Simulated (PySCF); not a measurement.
The system is SiS (silylene, thioxo-), in a box.

```
Si S
1.0
     9.00000    0.00000    0.00000
     0.00000    9.00000    0.00000
     0.00000    0.00000   11.00000
Si S
1 1
Direct
  0.50513 0.49876 0.41547
  0.49834 0.50420 0.59324
```

The cell isn't the ideal one: atoms moved at random, drawn with an rms of 0.05 Å.

Base run:

| Quantity | Value |
| --- | --- |
| Program | PySCF 2.14.0 |
| Functional | r2SCAN |
| Potentials or basis | cc-pvdz (all-electron) |
| k mesh | 1 × 1 × 1 |
| Occupations | fixed |
| Spin | no spin polarisation |

Its results: gap between the frontier levels 4.13 eV.

**Question.** The run is repeated on the same cell with these changes: functional from r2SCAN to r2SCANh. What comes out?

**Answer.** Gap between the frontier levels 4.85 eV.

r2SCANh gives the wider gap, since exact exchange removes part of the self-interaction.

Caveats: this is a molecule in a periodic box at the Γ point, so its band gap is the HOMO-LUMO gap; the basis of atomic orbitals isn't converged, which shifts pressures, moduli and gaps.

